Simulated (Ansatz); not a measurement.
Runs of Ansatz 0.2.0 on Co. The structure is hexagonal, space group P6_3/mmc (No. 194). Conventional cell: a = 2.472 Å, b = 2.472 Å, c = 4.021 Å, α = 90.00°, β = 90.00°, γ = 120.00°. Co (site symmetry -6m2) has 12 Co at 2.47 Å as nearest neighbours. 

```tsv
cell	pressure (GPa)	moment (μB)
relaxed to 20 GPa	20.0	(a)
relaxed to 30 GPa	30.0	3.00
relaxed to 10 GPa	10.0	3.16
relaxed	0.0	3.25
relaxed to 5 GPa	5.0	(b)
```

Alike in all rows: task relaxation of cell and atoms; level PBE; potentials or basis all-electron LAPW, scalar-relativistic; spin collinear, ferromagnetic start; k mesh 12 × 12 × 7; smearing fermi-dirac 0.05 eV; basis error allowed 0.001 eV/atom.

Problem. Estimate the missing entries.

Solution. (a) 3.05; (b) 3.21.
